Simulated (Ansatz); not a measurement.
# Cobalt, simple cubic under LDA: ground state and equation of state, part 3 of 3

Aim: take cobalt in the simple cubic structure, relax it, solve it on a dense k-mesh, switch on spin-orbit coupling, then scale the cell to 7 volumes from 88 to 112 % of the relaxed one and try a fit of the equation of state. The start is ferromagnetic. The k-meshes are 14×14×14 for the relaxation; 23×23×23 for the dense run; 14×14×14 for spin-orbit coupling; 16×16×16 for the volumes.

Ansatz 0.2.0; DFT, LDA (PW92), plane waves (420 eV) with PAW, scalar-relativistic.

**11. At 112 % of the relaxed volume**

This is Co in the simple cubic structure; at room conditions it is hcp.

input.yaml reads:

```yaml
crystal:
  lattice:
    - [2.3418951886, 0.0, 0.0]
    - [0.0, 2.3418951886, 0.0]
    - [0.0, 0.0, 2.3418951886]
  atoms:
    - { symbol: Co, position: [0.0, 0.0, 0.0], spin: 1.546 }
hamiltonian:
  xc: lda
  pseudopotentials:
    kind: paw
    azcp:
      Co: "pseudopotentials/Co.paw.azcp"
basis:
  ecutwfc: 420
  fft_grid_basis: typed
kpoints:
  mp_grid: { grid: [16, 16, 16], shift: [0, 0, 0] }
magnetization:
  spin_polarized: true
scf:
  occupations: { method: fermi_dirac, width: 0.05 }
  lower_state_search: "off"
output:
  stress: true
```

The program printed, cut to the lines that bear on the results:

```text
Warning: <dir> the record states the generating functional pbe (its physics header spells it `PBE`), which answers neither for hamiltonian.xc's functional nor for the lda family's — results may be inconsistent (PPs are generated against a specific XC)
Warning: RAYON_NUM_THREADS=2 ignored (pool sized by the plan → 2); use --threads N
[...]
Pseudopotentials: kind: paw
Pseudopotential: Co, paw, valence charge 17, recommended cutoff 420 eV (normal), <dir>
Functional definition: SPW92
[...]
Crystal: 1 atoms, lattice volume = 12.844 Å³
Basis set: ecut = 420 eV, 251 PW (Γ)
[...]
Magnetization: 1.7888 μB (9.3944 up, 7.6056 down)
Absolute magnetization: 1.8375 μB (∫|ρ↑−ρ↓|, with the PAW one-centre terms)
Spin contamination: 0.0162 ħ² per cell (⟨S²⟩ above its minimum at these occupations)
Per-site moments (μB) at R_I (Å): [(1.786618730524732, 0.9660317652975)]
Free energy (F): -5061.819298 eV
[...]
E sigma→0 (E₀):  -5061.812478 eV
Entropy (-TS):   -0.013640 eV (-13.640 meV/atom)
Fermi energy:    14.945005 eV
[...]
--- Stress (GPa, compression-positive) ---
      -15.251305       0.000000       0.000000
        0.000000     -15.251305       0.000000
        0.000000       0.000000     -15.251305
  P = ⅓ Tr σ = -15.2513 GPa (-152.513 kbar)
```

Wall time 2.8 s (2 threads of Arm Neoverse V2, shared host); peak memory 0.28 GiB.

**12. The equation of state**

The cell was scaled evenly, with its shape and the fractional positions fixed.

| V (Å³/atom) | E − E₀ (meV/atom) | P from the stress (GPa) | P from the fit (GPa) | largest moment (μB) |
| --- | --- | --- | --- | --- |
| 10.092 | 127.9 | 33.60 | 33.52 | 1.33 |
| 10.550 | 52.7 | 19.75 | 19.63 | 1.40 |
| 11.009 | 12.7 | 9.02 | 8.80 | 1.48 |
| 11.468 | -0.1 | 0.51 | 0.34 | 1.55 |
| 11.927 | 8.8 | -6.24 | -6.28 | 1.62 |
| 12.385 | 34.9 | -11.45 | -11.45 | 1.70 |
| 12.844 | 73.3 | -15.25 | -15.47 | 1.79 |

Fit (Birch-Murnaghan, third order): V₀ = 11.489 Å³/atom, B₀ = 185 GPa, B₀′ = 5.2, largest residual 0.26 meV/atom.

Fit and stress differ a little: one follows E(σ → 0), the other the smeared free energy.

**13. Outcome**

The summary covers parts 1 to 3.

```
                               quantity                                  value
         space group (spins left aside)                        Pm-3m (No. 221)
                      conventional cell                            a = 2.255 Å
                                 volume                         11.468 Å³/atom
                      shortest distance                                2.255 Å
                        gap on the mesh           none (levels filled in part)
                         magnetic state  ferromagnetic, up to 1.55 μB per atom
         relative to hcp, ferromagnetic                          +882 meV/atom
magnetic state with spin-orbit coupling  ferromagnetic, up to 1.55 μB per atom
                            V₀, B₀, B₀′           11.489 Å³/atom, 185 GPa, 5.2
```

What this shows: From the guessed start the volume shrank by 4.1 % in 7 steps. Against the reference form of cobalt (hcp, ferromagnetic, computed apart with the same settings) it stands 882 meV/atom higher, so it is far from stable. It ends ferromagnetic, with up to 1.55 μB per atom. Levels at the Fermi energy are filled in part, as in a metal. The spin-orbit run (on a coarser mesh) has the same spin moments. The total energy of the spin-orbit run lies -0.24 eV/atom from the scalar one, but the two kinds of run don't share a zero of energy: only differences within one kind count. B₀ comes out at 185 GPa. Relaxation kept the symmetry; phonons were not checked.
